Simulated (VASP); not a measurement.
A run of VASP 6.6.1 is set up as follows.

The input INCAR:

```
ALGO = Normal
EDIFF = 1E-7
ENCUT = 520
ISIF = 2
ISMEAR = 0
KPAR = 2
LASPH = T
LCHARG = F
LREAL = F
LWAVE = F
NBANDS = 25
NELM = 100
PREC = Accurate
SIGMA = 0.02
```

Contents of KPOINTS:

```
k-points
0
Gamma
  8 8 8
```

POSCAR

```
SiO2
1.0
   -2.4772904627      2.4772904627      3.6556712422
    2.4772904627     -2.4772904627      3.6556712422
    2.4772904627      2.4772904627     -3.6556712422
Si O
2 4
Direct
    0.7500000000      0.2500000000      0.5000000000
    0.0000000000      0.0000000000      0.0000000000
    0.8750000000      0.0282138700      0.6532138700
    0.7782138700      0.1250000000      0.1532138700
    0.9717861300      0.6250000000      0.8467861300
    0.3750000000      0.2217861300      0.3467861300
```

File KPOINTS_OPT:

```
path GXYSGZS1NPY1Z,XP
20
line-mode
reciprocal
 0.0000000000  0.0000000000  0.0000000000  G
 0.0000000000  0.0000000000  0.5000000000  X

 0.0000000000  0.0000000000  0.5000000000  X
-0.2296093669  0.2296093669  0.5000000000  Y

-0.2296093669  0.2296093669  0.5000000000  Y
-0.3648046834  0.3648046834  0.3648046834  S

-0.3648046834  0.3648046834  0.3648046834  S
 0.0000000000  0.0000000000  0.0000000000  G

 0.0000000000  0.0000000000  0.0000000000  G
 0.5000000000  0.5000000000 -0.5000000000  Z

 0.5000000000  0.5000000000 -0.5000000000  Z
 0.3648046834  0.6351953166 -0.3648046834  S1

 0.3648046834  0.6351953166 -0.3648046834  S1
 0.0000000000  0.5000000000  0.0000000000  N

 0.0000000000  0.5000000000  0.0000000000  N
 0.2500000000  0.2500000000  0.2500000000  P

 0.2500000000  0.2500000000  0.2500000000  P
 0.5000000000  0.5000000000 -0.2296093669  Y1

 0.5000000000  0.5000000000 -0.2296093669  Y1
 0.5000000000  0.5000000000 -0.5000000000  Z

 0.0000000000  0.0000000000  0.5000000000  X
 0.2500000000  0.2500000000  0.2500000000  P
```

Potentials or basis: VASP PAW LDA potentials, release 64 (Si, O).

Launch:

```bash
$ cat potpaw_LDA.64/Si/POTCAR potpaw_LDA.64/O/POTCAR > POTCAR
$ mpirun -np 2 vasp_std > vasp.out
```

Problem. What does it give for the pressure?

Solution. -1.0 GPa.

Problem. What does it give for the band gap along the path?

Solution. 5.70 eV, direct.

Problem. Estimate the band gap on the k mesh.

Solution. 5.70 eV, direct.

Problem. What does it give for the largest force?

Solution. 0.068 eV/Å.

Forces on the atoms (eV/Å):
```
Si   0.000  0.000  0.000
Si   0.000  0.000  0.000
O    0.068  0.000  0.000
O    0.000  0.068  0.000
O    0.000 -0.068  0.000
O   -0.068  0.000  0.000
```

Expect the measured gap to be larger: semilocal functionals such as LDA lack the derivative discontinuity.
